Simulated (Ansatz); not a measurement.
**NiO in Ansatz: the effect of functional**

NiO:

```
Ni O
1.0
     0.00000    2.09131    2.09131
     2.09131    0.00000    2.09131
     2.09131    2.09131    0.00000
Ni O
1 1
Direct
  0.00000 0.00000 0.00000
  0.50000 0.50000 0.50000
```

Alike in all runs:

| Item | Value |
| --- | --- |
| Program | Ansatz 0.2.0 |
| Task | projected density of states |
| Potentials or basis | Ansatz PAW |
| k mesh | 6 × 6 × 6 |
| Occupations | fermi-dirac, width 0.05 eV |
| Spin | collinear spin, ferromagnetic start |
| Starting moments | [1.0, 0.0] μB |

Question: One run gave: pressure -6.4 GPa; moment 1.70 μB. Which functional did it use?
A. LDA
B. RPBE
C. r2SCAN
D. revPBE
E. PBEsol

Answer: E.

```tsv
functional	cutoff	pressure (GPa)	moment (μB)
LDA	420 eV (not typed: the program's choice for these potentials)	-21.7	0.00
PBEsol	420 eV (not typed: the program's choice for these potentials)	-6.4	1.70
RPBE	420 eV (not typed: the program's choice for these potentials)	10.8	1.78
revPBE	420 eV (not typed: the program's choice for these potentials)	8.9	1.77
BLYP	420 eV (not typed: the program's choice for these potentials)	12.3	1.73
r2SCAN	500 eV (not typed: the program's choice for these potentials)	0.9	2.00
r2SCAN0	500 eV (not typed: the program's choice for these potentials)	-1.6	2.00
```

Caveats: all runs use coarse meshes; the PAW data sets come from PBE, with cores solved anew for the run's functional, which leaves a small shift of forces and pressure; the density of states is complete only up to the lowest level of the last band computed; a cell with one magnetic atom can't hold antiferromagnetic order, which such compounds often take (some runs); semilocal functionals often make such compounds metallic where correlation or magnetic order opens a gap, which also shifts bond lengths (some runs); the magnetic or orbital state may not be the lowest (some runs); the starting moments weren't kept (some runs); the thresholds are loose for stress (some runs).

Runs at the PBE level aren't shown here.
